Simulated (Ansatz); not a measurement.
SnS2: Electric field gradients

The cell is a structure deposited in the COD, ions relaxed with PBE at fixed cell.

```xyz
3
Lattice="3.6050 0.0000 0.0000 -1.8025 3.1220 0.0000 0.0000 0.0000 5.4600" Properties=species:S:1:pos:R:3 pbc="T T T"
Sn    0.0000    0.0000    0.0000
S     1.8025    1.0407    3.9787
S     0.0000    2.0813    1.4813
```

Sites (sets of like atoms) are named by element and the number of their first atom in this list.

Computed with Ansatz: DFT, r2SCAN, plane waves and PAW, scalar-relativistic, 500 eV cutoff, Γ-centred 14×14×8 k-points, Fermi–Dirac smearing 0.02 eV.

C_Q = eQV_zz/h, which is 24.18 MHz for Q = 1 b and V_zz = 10²¹ V/m²; η = (V_xx − V_yy)/V_zz.

³³S: I = 3/2, Q = -69.40 mb. Quadrupole moments are those of Pyykkö's year-2017 table.

```json
{"site": "Sn", "atoms (order as listed)": "1", "first shell": "6 S at 2.55 Å", "V_zz (10²¹ V/m²)": "0.73", "η": "0.00", "C_Q (MHz)": "–"}
{"site": "S", "atoms (order as listed)": "2, 3", "first shell": "3 Sn at 2.55 Å", "V_zz (10²¹ V/m²)": "-3.58", "η": "0.00", "C_Q (MHz)": "6.01"}
```

An axis of threefold or higher order runs through Sn and S, so V_zz lies along it and η is zero.

Sn has no stable isotope with a ground-state quadrupole moment in the table, so no C_Q is given.

At this cell the r2SCAN pressure is 5 GPa, so with r2SCAN the cell would grow if it were relaxed. The largest force is 0.3 eV/Å, so the atoms aren't at the calculated equilibrium and relaxing them would move these values. Without spin–orbit coupling (the program notes it for Sn) the gradients are little affected as a rule: paired runs on crystals with a gap mostly move them by under 2 % at such atoms. With these PAW files V_zz is typically within 2 to 3 % of all-electron values, but misses above 10 % occur on Sn.

The run took 13 s of wall time (13 s of CPU time) and 0.65 GiB at its peak, on 1 thread of Intel Xeon 6975P-C (Granite Rapids) (x86_64; 16 cores open to the job, memory cap 3.0 GiB, no GPU), a shared host with a load of 0.6 a core.
